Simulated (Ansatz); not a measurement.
Crystal: CdS (Greenockite).

```
Cd S
1.0
     4.15000    0.00000    0.00000
    -2.07500    3.59401    0.00000
     0.00000    0.00000    6.73700
Cd S
2 2
Cartesian
  2.0750 1.1980 3.3685
  0.0000 2.3960 0.0000
  2.0750 1.1980 5.8949
  0.0000 2.3960 2.5264
```

Base run:

| Quantity | Value |
| --- | --- |
| Program | Ansatz 0.2.0 |
| Functional | PBE |
| Potentials or basis | Ansatz PAW |
| Cutoff | 250 eV |
| Density cutoff | 1000 eV |
| k mesh | 7 × 7 × 4 |
| Occupations | fermi-dirac, width 0.05 eV |
| Spin | no spin polarisation |

Its results: band gap on the k mesh 1.23 eV, direct; pressure 2.4 GPa; largest force 0.068 eV/Å.

Problem. The run is repeated on the same cell with these changes: functional from PBE to LDA; cutoff from 250 eV to 420 eV (not typed: the program's choice for these potentials); spin from no spin polarisation to spin-orbit coupling, no magnetisation; potential files from those of the base run to others of the same set. What comes out?

Solution. Band gap on the k mesh 0.90 eV, direct; pressure -3.2 GPa; largest force 0.061 eV/Å.

Several settings changed at once, so the effect can't be laid on one alone.

Caveats: odd divisions of the mesh miss points on the zone boundary, where band edges often lie, so the gap on the mesh can be too wide (some runs); the pressure holds a Pulay correction of +39.3 GPa for the finite cutoff (some runs); the cutoff lies under the one recommended for these potentials (some runs); the PAW data sets come from PBE, with cores solved anew for the run's functional, which leaves a small shift of forces and pressure (some runs).
